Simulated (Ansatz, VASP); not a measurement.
**Two plane-wave programs on LiF**

Contents of POSCAR:

```
LiF
1.0
    0.0000000000      1.9951010462      1.9951010462
    1.9951010462      0.0000000000      1.9951010462
    1.9951010462      1.9951010462      0.0000000000
Li F
1 1
Direct
    0.0000000000      0.0000000000      0.0000000000
    0.5000000000      0.5000000000      0.5000000000
```

The input INCAR.step1:

```
SYSTEM = LiF
PREC = Accurate
ENCUT = 520
ISMEAR = 0
SIGMA = 0.01
LREAL = .False.
LASPH = .True.
NELM = 60
NBANDS = 12
GGA = PE
ALGO = Normal
EDIFF = 1E-4
LWAVE = .True.
LCHARG = .False.
```

Contents of INCAR.step2:

```
SYSTEM = LiF
PREC = Accurate
ENCUT = 520
EDIFF = 1E-7
ISMEAR = 0
SIGMA = 0.01
LREAL = .False.
LASPH = .True.
NELM = 60
ALGO = Normal
ISIF = 2
LWAVE = .False.
LCHARG = .False.
METAGGA = R2SCAN
LMIXTAU = .True.
NBANDS = 12
ISTART = 1
```

KPOINTS

```
Automatic mesh
0
Gamma
  10 10 10
  0 0 0
```

Input for Ansatz:

```yaml
crystal:
  lattice:
    - [0.0, 1.9951010462, 1.9951010462]
    - [1.9951010462, 0.0, 1.9951010462]
    - [1.9951010462, 1.9951010462, 0.0]
  atoms:
    - { symbol: Li, position: [0.0, 0.0, 0.0] }
    - { symbol: F, position: [0.5, 0.5, 0.5] }
kpoints:
  mp_grid: { grid: [10, 10, 10] }
  band_path:
    path:
      - [0.0, 0.0, 0.0]
      - [0.5, 0.0, 0.5]
      - [0.625, 0.25, 0.625]
      - [0.375, 0.375, 0.75]
      - [0.5, 0.5, 0.5]
      - [0.5, 0.25, 0.75]
      - [-0.0625, 0.0, 0.0625]
    npoints: 1
hamiltonian:
  xc: r2scan
scf:
  occupations: { method: fixed }
  n_extra_bands: 4
output:
  forces: true
  stress: true
  eigenvalues: true
  write_density: true
  write_potential: true
  elf: true
  volumetric_format: npy
```

Alike in both runs: task single point; functional r2SCAN; k mesh 10 × 10 × 10; no spin polarisation.

```csv
,VASP,Ansatz
version,VASP 6.6.1,Ansatz 0.2.0
potentials or method,"VASP PAW PBE potentials, release 64 (Li_sv, F)","plane waves, PAW"
plane-wave cutoff (eV),520,500
occupations,"gaussian, width 0.01 eV",fixed
valence electrons in the cell,10,10
```

|  | VASP | Ansatz | Ansatz less VASP |
| --- | --- | --- | --- |
| gap on the k mesh at the Fermi level (eV) | 10.55 | 10.33 | -0.223 |

Caveats: the PAW data sets were made with another functional, which shifts forces and pressure a little (VASP). r2SCAN opens gaps a little over a GGA but as a rule still falls short of measured ones. A k mesh can miss the band edges.
